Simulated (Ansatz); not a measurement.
# Magnetic states of chromium, diamond

All numbers below come from DFT, revPBE, plane waves (420 eV) with PAW, scalar-relativistic in Ansatz 0.2.0. (PAW data from PBE, frozen cores regenerated.)

Each start was relaxed and then solved on a dense mesh, with Fermi-Dirac smearing of 0.05 eV (0.1 eV in a metal without spin) extrapolated to zero. Rows within 2 meV/atom of each other tie.

Question: Where does each start end, and how do the energies compare? Starts: non-magnetic; antiferromagnetic.

Answer: 
| start | ends | ΔE (meV/atom) | V (Å³/atom) |
| --- | --- | --- | --- |
| antiferromagnetic | antiferromagnetic, largest moment 2.90 μB in the atomic sphere | 0.0 | 21.39 |
| non-magnetic | spin not included | 338.4 | 16.97 |
